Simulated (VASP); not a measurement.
Here is a VASP 6.6.1 calculation.

File POSCAR:

```
As
1.0
    2.7036817444      0.0000000000      0.0000000000
    0.0000000000      2.7036817444      0.0000000000
    0.0000000000      0.0000000000      2.7036817444
As
1
Direct
    0.5000000000      0.5000000000      0.5000000000
```

Contents of INCAR.step1:

```
SYSTEM = As
PREC = Accurate
ENCUT = 520
EDIFF = 1E-5
ISMEAR = -1
SIGMA = 0.05
LREAL = .False.
LASPH = .True.
NELM = 80
ALGO = Normal
ISIF = 2
LWAVE = .True.
LCHARG = .False.
GGA = PE
```

File INCAR.step2:

```
SYSTEM = As
PREC = Accurate
ENCUT = 520
EDIFF = 1E-6
ISMEAR = -1
SIGMA = 0.05
LREAL = .False.
LASPH = .True.
NELM = 80
ALGO = Normal
ISIF = 2
LWAVE = .False.
LCHARG = .False.
GGA = PE
LHFCALC = .True.
HFSCREEN = 0.2
AEXX = 0.1
PRECFOCK = Fast
ISTART = 1
```

KPOINTS

```
Automatic mesh
0
Gamma
  5 5 5
  0 0 0
```

Potentials or basis: VASP PAW PBE potentials, release 64 (As).

Run with:

```bash
$ cat potpaw_PBE.64/As/POTCAR > POTCAR
$ cp INCAR.step1 INCAR
$ mpirun -np 1 vasp_std > vasp.out
$ cp INCAR.step2 INCAR
$ mpirun -np 1 vasp_std > vasp.out
```

(1) What does it give for the band gap on the k mesh?

(2) What does it give for the pressure?

Results:

(1) none (metal or under the smearing width).

(2) 1.6 GPa.

Caveat: the k mesh is coarse (spacing up to 0.46 Å⁻¹), so the values aren't converged, least of all with exact exchange; the PAW data sets were made with another functional, which shifts forces and pressure a little.
